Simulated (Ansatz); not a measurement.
An Ansatz (a first-principles code) input (PBE, PAW, 420 eV (Ansatz; no spin-orbit coupling)):

Ansatz 0.2 input:
```yaml
crystal:
  lattice:
    - [2.6790007235, 0.0211521466, 0.0073218969]
    - [-1.3211820655, 2.3421507534, -0.0055397481]
    - [0.0118923041, -0.0035236457, 4.4049975469]
  atoms:
    - { symbol: Be, position: [0.6666666667, 0.3333333333, 0.0014902466] }
    - { symbol: Be, position: [0.3333333333, 0.6666666667, 0.5014902466] }
    - { symbol: O, position: [0.6666666667, 0.3333333333, 0.6237097534] }
    - { symbol: O, position: [0.3333333333, 0.6666666667, 0.1237097534] }
basis: { ecutwfc: 420, ecutrho_ratio: 4, xc_grid: 2, fft_grid_basis: typed }
kpoints: { mp_grid: { grid: [14, 14, 8] } }
hamiltonian:
  xc: pbe
  dispersion: none
  pseudopotentials: { kind: paw }
scf: { occupations: { method: fermi_dirac, width: 0.05 }, convergence: { dr2_threshold: 0.0000000004 } }
relax: { f_tol: 0.005, max_steps: 50 }
output: { forces: true, stress: true }
checkpoint: { write: state.ck, write_every: 1000 }
```

**Question.** Which symmetry and how many k-points will the program report, and about how many plane waves at Γ?

**Answer.** Space group P1 (ITA 1) with 1 operations, k-points 788 of 1568, and 549 plane waves at Γ.

**Question.** And the final pressure?

**Answer.** 2.21 GPa (compression positive).

The cells carry an imposed strain or load. No phonon test of stability was made. The cell was made from BeO in the wurtzite structure (space group P6_3mc, No. 186) by this change: strain tensor (xx, yy, zz, yz, xz, xy) = (−1.21, +0.18, +0.01, −0.08, +0.27, +0.78) %.
